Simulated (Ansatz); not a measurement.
BaTiO3:

```
Ba Ti O
1.0
     2.82767    1.63255    2.31773
    -2.82767    1.63255    2.31773
     0.00000   -3.26511    2.31773
Ba Ti O
1 1 3
Cartesian
  -2.7004 1.6624 2.3728
  -0.0605 -0.0667 3.6407
  -0.0308 -1.5655 4.5301
  -1.4487 0.8432 4.4791
  1.4127 0.7592 4.5299
```

Base run:

| Item | Value |
| --- | --- |
| Program | Ansatz 0.2.0 |
| Functional | PBE |
| Potentials or basis | Ansatz PAW |
| Cutoff | 600 eV |
| Density cutoff | 2400 eV |
| k mesh | 7 × 7 × 7 |
| Occupations | fermi-dirac, width 0.05 eV |
| Spin | no spin polarisation |

Its results: band gap on the k mesh 2.78 eV, indirect (least direct gap 3.32 eV); pressure 9.4 GPa; largest force 2.196 eV/Å.

Question: The run is repeated on the same cell with these changes: functional from PBE to r2SCAN; cutoff from 600 eV to 500 eV (not typed: the program's choice for these potentials); hubbard terms from none to Ti d U = 5 eV; hubbard projectors from none to ortho-atomic (the default). What comes out?

Answer: Band gap on the k mesh 3.75 eV, indirect (least direct gap 4.24 eV); pressure 8.6 GPa; largest force 2.816 eV/Å.

Several settings changed at once, so the effect can't be laid on one alone.

Caveats: spin-orbit coupling is left out, which moves the levels of the heavy elements; forces of over 1 eV/Å show positions far from the minimum, so gaps and moduli don't describe the material at rest; odd divisions of the mesh miss points on the zone boundary, where band edges often lie, so the gap on the mesh can be too wide (some runs); the k mesh misses the band edges, so the gap on the mesh is wider than the one along the path (some runs); the PAW data sets come from PBE, with cores solved anew for the run's functional, which leaves a small shift of forces and pressure (some runs).
